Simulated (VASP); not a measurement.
# Cu (Fm-3m) in VASP: settings compared

One crystal, Cu, is run at these levels: PBEsol+D3, PBEsol+D3(BJ); tasks: relaxation of cell and atoms.

Everything below comes from runs of VASP 6.6.1. Logs are shortened: lines on timing, memory, paths and dates and some standing lists are left out, and cuts for length are marked.

## Step 1: The structure

Symmetry: Fm-3m, No. 225, cubic system. Conventional cell: a = 3.615 Å, b = 3.615 Å, c = 3.615 Å, α = 90.00°, β = 90.00°, γ = 90.00°. Cu (site symmetry m-3m) is surrounded by 12 Cu at 2.56 Å.

## Step 2: Relaxation of cell and atoms, PBEsol+D3

The input, INCAR:

```
  PREC = Accurate
  ENCUT = 600
  EDIFF = 1E-7
  ISMEAR = -1
  SIGMA = 0.05
  LREAL = F
  LASPH = T
  NELM = 60
  ALGO = Normal
  ISIF = 3
  LWAVE = F
  LCHARG = F
  GGA = PS
  IVDW = 11
  IBRION = 2
  NSW = 60
  EDIFFG = -0.02
```

The input, KPOINTS:

```
Automatic mesh
0
Gamma
  13 13 13
```

The input, POSCAR:

```
Cu
1.0
    0.0000000000      1.8075000000      1.8075000000
    1.8075000000      0.0000000000      1.8075000000
    1.8075000000      1.8075000000      0.0000000000
Cu
1
Direct
    0.0000000000      0.0000000000      0.0000000000
```

Potentials or basis: VASP PAW PBE potentials, release 64 (Cu).

Launch:

```sh
$ cat potpaw_PBE.64/Cu/POTCAR > POTCAR
$ mpirun -np 1 vasp_std > vasp.out
```

OUTCAR:

```text
PREC = Accurate
   ENCUT = 600
   EDIFF = 1E-7
   ISMEAR = -1
   LREAL = F
   LASPH = T
   NELM = 60
   ISIF = 3
   GGA = PS
   IVDW = 11
   IBRION = 2
   NSW = 60
   EDIFFG = -0.02
 IVDW          = 11

 ion  position               nearest neighbor table
   1  0.000  0.000  0.000-

  LATTYP: Found a face centered cubic cell.
 ALAT       =     3.6150000000

  Lattice vectors:

 A1 = (   0.0000000000,   1.8075000000,   1.8075000000)
 A2 = (   1.8075000000,   0.0000000000,   1.8075000000)
 A3 = (   1.8075000000,   1.8075000000,   0.0000000000)

Analysis of symmetry for initial positions (statically):
=====================================================================
 Subroutine PRICEL returns:
 Original cell was already a primitive cell.

 Routine SETGRP: Setting up the symmetry group for a
 face centered cubic supercell.

 Subroutine GETGRP returns: Found 48 space group operations
 (whereof 48 operations were pure point group operations)
 out of a pool of 48 trial point group operations.

The static configuration has the point symmetry O_h .

Analysis of symmetry for dynamics (positions and initial velocities):
=====================================================================
 Subroutine PRICEL returns:
 Original cell was already a primitive cell.

 Routine SETGRP: Setting up the symmetry group for a
 face centered cubic supercell.

 Subroutine GETGRP returns: Found 48 space group operations
 (whereof 48 operations were pure point group operations)
 out of a pool of 48 trial point group operations.

The dynamic configuration has the point symmetry O_h .

 Subroutine INISYM returns: Found 48 space group operations
 (whereof 48 operations are pure point group operations),
 and found     1 'primitive' translations

----------------------------------------------------------------------------------------

                                     Primitive cell

  volume of cell :      11.8104

  direct lattice vectors                    reciprocal lattice vectors
     0.000000000  1.807500000  1.807500000    -0.276625173  0.276625173  0.276625173
     1.807500000  0.000000000  1.807500000     0.276625173 -0.276625173  0.276625173
     1.807500000  1.807500000  0.000000000     0.276625173  0.276625173 -0.276625173

  length of vectors
     2.556191014  2.556191014  2.556191014     0.479128854  0.479128854  0.479128854

  position of ions in fractional coordinates (direct lattice)
     0.000000000  0.000000000  0.000000000

  ion indices of the primitive-cell ions
   primitive index   ion index
                 1           1

----------------------------------------------------------------------------------------

 KPOINTS: Automatic mesh

Automatic generation of k-mesh.
 Grid dimensions read from file:
 generate k-points for:   13   13   13

 Generating k-lattice:

  Cartesian coordinates                     Fractional coordinates (reciprocal lattice)
    -0.021278859  0.021278859  0.021278859     0.076923077  0.000000000  0.000000000
     0.021278859 -0.021278859  0.021278859     0.000000000  0.076923077  0.000000000
     0.021278859  0.021278859 -0.021278859     0.000000000  0.000000000  0.076923077

  Length of vectors
     0.036856066  0.036856066  0.036856066

  Shift w.r.t. Gamma in fractional coordinates (k-lattice)
     0.000000000  0.000000000  0.000000000

 Subroutine IBZKPT returns following result:
 ===========================================

 Found     84 irreducible k-points:

 Following reciprocal coordinates:
            Coordinates               Weight
  0.000000  0.000000  0.000000      1.000000
  0.076923  0.000000  0.000000      8.000000
  0.153846  0.000000  0.000000      8.000000
  0.230769  0.000000  0.000000      8.000000
  0.307692  0.000000  0.000000      8.000000
  0.384615  0.000000  0.000000      8.000000
[... 16 lines left out ...]
  0.384615  0.153846  0.000000     24.000000
  0.461538  0.153846  0.000000     24.000000
 [... further k-points ...]
   k-points           NKPTS =     84   k-points in BZ     NKDIM =     84   number of bands    NBANDS=      9
   number of dos      NEDOS =    301   number of ions     NIONS =      1
   total plane-waves  NPLWV =   8000
   dimension x,y,z NGX =    20 NGY =   20 NGZ =   20
   dimension x,y,z NGXF=    40 NGYF=   40 NGZF=   40
   ions per type =               1
   NGX,Y,Z   is equivalent  to a cutoff of  13.01, 13.01, 13.01 a.u.
   NGXF,Y,Z  is equivalent  to a cutoff of  26.01, 26.01, 26.01 a.u.
 SYSTEM =  unknown system
   PREC   = accura    normal or accurate (medium, high low for compatibility)
   ISTART =      0    job   : 0-new  1-cont  2-samecut
   ICHARG =      2    charge: 1-file 2-atom 10-const
   ISPIN  =      1    spin polarized calculation?
   LNONCOLLINEAR =      F non collinear calculations
   LSORBIT =      F    spin-orbit coupling
   LASPH  =      T    aspherical Exc in radial PAW
   ENCUT  =  600.0 eV  44.10 Ry    6.64 a.u.   5.11  5.11  5.11*2*pi/ulx,y,z
   NELM   =     60;   NELMIN=  2; NELMDL= -5     # of ELM steps
   EDIFF  = 0.1E-06   stopping-criterion for ELM
   LREAL  =      F    real-space projection
   EDIFFG = -.2E-01   stopping-criterion for IOM
   NSW    =     60    number of steps for IOM
   IBRION =      2    ionic relax: 0-MD 1-quasi-New 2-CG
   NFREE  =      1    steps in history (QN), initial steepest desc. (CG)
   ISIF   =      3    stress and relaxation
   ISYM   =      2    0-nonsym 1-usesym 2-fastsym
   POTIM  = 0.5000    time-step for ionic-motion
   TEBEG  =    0.0;   TEEND  =   0.0 temperature during run
   PSTRESS=    0.0 pullay stress
   NELECT =      11.0000    total number of electrons
   NUPDOWN=      -1.0000    fix difference up-down
   EMIN   =  10.00;   EMAX   =-10.00  energy-range for DOS
   EFERMI =   0.00;   METHOD = LEGACY
   ISMEAR =    -1;   SIGMA  =   0.05  broadening in eV -4-tet -1-fermi 0-gaus
   EFERMI_NEDOS =   21; number of points for ismear=-14 and -15
   IALGO  =     38    algorithm
   IMIX   =      4    mixing-type and parameters
     AMIX     =   0.40;   BMIX     =  1.00
     AMIX_MAG =   1.60;   BMIX_MAG =  1.00
  volume/ion in A,a.u.               =      11.81        79.70
  Fermi-wavevector in a.u.,A,eV,Ry     =   1.598763  3.021224 34.777078  2.556043
  Thomas-Fermi vector in A             =   2.696162
   LORBIT       =      0    0 simple, 1 ext, 2 COOP (PROOUT), +10 PAW based schemes
   GGA     = PS    functional components
   LHFCALC =     F    Hartree Fock is set to
   AEXX    =    0.0000 exact exchange contribution
   IVDW    =    11    specifies the selected vdW correction
   LEPSILON=     F    determine dielectric tensor
   LRPA    =     F    only Hartree local field effects (RPA)
 conjugate gradient relaxation of ions
 non-spin polarized calculation
  energy-cutoff  :      600.00
  volume of cell :       11.81
 maximum number of plane-waves:       411
   NGX = 11   NGY = 11   NGZ = 11

--------------------------------------- Ionic step        1  -------------------------------------------

 number of electron      11.0000001 magnetization

 Free energy of the ion-electron system (eV)
  ---------------------------------------------------
  ext. energy  EPLUGINS =         0.00000000
  ---------------------------------------------------
  free energy    TOTEN  =        -4.30264069 eV

  energy without entropy =       -4.29992258  energy(sigma->0) =       -4.30128164

------------------------ aborting loop because EDIFF is reached ----------------------------------------

 Edisp (eV)   -0.39699

 E8    (eV) :    -0.2420

  FORCE on cell =-STRESS in cart. coord.  units (eV):
  Direction    XX          YY          ZZ          XY          YZ          ZX
  --------------------------------------------------------------------------------------
  -------------------------------------------------------------------------------------
  Total      -0.92134    -0.92134    -0.92134     0.00000     0.00000     0.00000
  in kB    -124.98654  -124.98654  -124.98654     0.00000     0.00000     0.00000
  external pressure =     -124.99 kB  Pullay stress =        0.00 kB
[... 59 lines left out ...]
  energy  without entropy=       -4.7189183891  energy(sigma->0) =       -4.72031047

--------------------------------------- Ionic step        3  -------------------------------------------

 number of electron      10.9999997 magnetization

 Free energy of the ion-electron system (eV)
  ---------------------------------------------------
  ext. energy  EPLUGINS =         0.00000000
  ---------------------------------------------------
  free energy    TOTEN  =        -4.29927623 eV

  energy without entropy =       -4.29654423  energy(sigma->0) =       -4.29791023

 E-fermi :   8.6601     XC(G=0): -13.4026

 val. band max:        8.4826736843   @ k =   0.4615   0.2308   0.0000
 cond. band min:       8.6813985473   @ k =   0.4615   0.3077   0.0000
 fundamental gap:      0.1987248630
 Fermi energy:         8.6601439150

 k-point     1 :       0.0000    0.0000    0.0000
  band No.  band energies     occupation
      1      -1.5683      2.00000
      2       5.1771      2.00000
      3       5.1771      2.00000
      4       5.1771      2.00000
      5       6.1233      2.00000
      6       6.1233      2.00000
      7      31.7238      0.00000
      8      34.9962      0.00000
      9      34.9962      0.00000
[... 265 lines left out ...]
 k-point    24 :       0.4615    0.1538    0.0000
  band No.  band energies     occupation
      1       3.1750      2.00000
      2       4.7505      2.00000
      3       5.1722      2.00000
      4       5.4911      2.00000
      5       6.7870      2.00000
      6       8.1228      1.99996
      7      14.9834      0.00000
      8      26.1499      0.00000
      9      27.6518      0.00000

 [... further k-points ...]

------------------------ aborting loop because EDIFF is reached ----------------------------------------

 Edisp (eV)   -0.44065

 E8    (eV) :    -0.2728

  FORCE on cell =-STRESS in cart. coord.  units (eV):
  Direction    XX          YY          ZZ          XY          YZ          ZX
  --------------------------------------------------------------------------------------
  -------------------------------------------------------------------------------------
  Total      -0.00308    -0.00308    -0.00308    -0.00000     0.00000    -0.00000
  in kB      -0.45473    -0.45473    -0.45473    -0.00000     0.00000    -0.00000
  external pressure =       -0.45 kB  Pullay stress =        0.00 kB
[... 16 lines left out ...]
  FREE ENERGIE OF THE ION-ELECTRON SYSTEM (eV)
  ---------------------------------------------------
  free  energy   TOTEN  =        -4.7399280062 eV

  energy  without entropy=       -4.7371960091  energy(sigma->0) =       -4.73856201

 reached required accuracy - stopping structural energy minimisation
```

Wall time 18 s (1 thread of Intel Xeon Platinum 8375C at 2.90GHz (Ice Lake), shared host); peak memory 0.15 GiB.

What came out:

```yaml
Free_energy: -4.7399 eV
Relaxed_volume: 10.87 Å³/atom
Relaxed_cell: a = 2.486 Å, b = 2.486 Å, c = 2.486 Å, α = 60.00°, β = 60.00°, γ = 60.00°
Space_group_after_relaxing_to_0.05_Å: Fm-3m (No. 225)
Energy_gained_by_relaxing: 40.3 meV/atom
Ionic_steps: 3
Pressure_after_relaxing: 0.0 GPa
Band_gap_on_the_k_mesh: none (metal or under the smearing width)
Dispersion_energy_per_atom: -0.441 eV
```

Step by step:
```csv
step,energy change (eV),largest force (eV/Å),pressure (GPa),volume (Å³)
1,0.0000,0.0000,-12.50,11.81
2,-0.0221,0.0000,11.06,10.30
3,-0.0403,0.0000,-0.05,10.87
```

Final structure:
```cif
data_structure
_symmetry_space_group_name_H-M 'P 1'
_symmetry_Int_Tables_number 1
_cell_length_a 2.4861
_cell_length_b 2.4861
_cell_length_c 2.4861
_cell_angle_alpha 60.000
_cell_angle_beta 60.000
_cell_angle_gamma 60.000
_cell_volume 10.87
loop_
_atom_site_label
_atom_site_type_symbol
_atom_site_fract_x
_atom_site_fract_y
_atom_site_fract_z
_atom_site_occupancy
Cu1 Cu 0.00000 0.00000 0.00000 1
```

Levels at points of the mesh, in eV from the Fermi level:
```tsv
k point	band 2	band 3	band 4	band 5	band 6	band 7	band 8	band 9
(0.00, 0.00, 0.00)	-3.48	-3.48	-3.48	-2.54	-2.54	23.06	26.34	26.34
```

Caveat: the PAW data sets were made with another functional, which shifts forces and pressure a little; pairwise dispersion overbinds metals, which lowers pressure and volume.

## Step 3: Relaxation of cell and atoms, PBEsol+D3(BJ)

The input, INCAR:

```
SYSTEM = Cu
ALGO = Normal
EDIFF = 1E-6
EDIFFG = -0.01
ENCUT = 600
GGA = PS
IBRION = 2
ISIF = 3
ISMEAR = -1
IVDW = 12
LASPH = .TRUE.
LCHARG = .FALSE.
LREAL = .FALSE.
LWAVE = .FALSE.
NELM = 60
NSW = 60
PREC = Accurate
SIGMA = 0.05
```

The input, KPOINTS:

```
k-points
0
G
  13 13 13
  0 0 0
```

POSCAR is that of step 2.

Potentials or basis: VASP PAW PBE potentials, release 64 (Cu).

Launch:

```sh
$ cat potpaw_PBE.64/Cu/POTCAR > POTCAR
$ mpirun -np 1 vasp_std > vasp.out
```

It took 15 s on 1 thread of Intel Xeon Platinum 8375C at 2.90GHz (Ice Lake), shared host; peak memory 0.14 GiB.

Results (log left out):

```yaml
Free_energy: -4.8694 eV
Relaxed_volume: 10.85 Å³/atom
Relaxed_cell: a = 2.485 Å, b = 2.485 Å, c = 2.485 Å, α = 60.00°, β = 60.00°, γ = 60.00°
Space_group_after_relaxing_to_0.05_Å: Fm-3m (No. 225)
Energy_gained_by_relaxing: 42.6 meV/atom
Ionic_steps: 3
Pressure_after_relaxing: -0.1 GPa
Band_gap_on_the_k_mesh: none (metal or under the smearing width)
Dispersion_energy_per_atom: -0.571 eV
```

Step by step:
| step | energy change (eV) | largest force (eV/Å) | pressure (GPa) | volume (Å³) |
| --- | --- | --- | --- | --- |
| 1 | 0.0000 | 0.0000 | -13.01 | 11.81 |
| 2 | -0.0206 | 0.0000 | 12.44 | 10.25 |
| 3 | -0.0426 | 0.0000 | -0.09 | 10.85 |

Final structure:
```xyz
1
Lattice="0.0000 1.7572 1.7572 1.7572 0.0000 1.7572 1.7572 1.7572 0.0000" Properties=species:S:1:pos:R:3 pbc="T T T"
Cu    0.0000    0.0000    0.0000
```

Levels at points of the mesh, in eV from the Fermi level:
| k point | band 4 | band 5 | band 6 | band 7 | band 8 | band 9 |
| --- | --- | --- | --- | --- | --- | --- |
| (0.00, 0.00, 0.00) | -3.49 | -2.54 | -2.54 | 23.07 | 26.36 | 26.36 |

Caveat: the PAW data sets were made with another functional, which shifts forces and pressure a little; pairwise dispersion overbinds metals, which lowers pressure and volume.
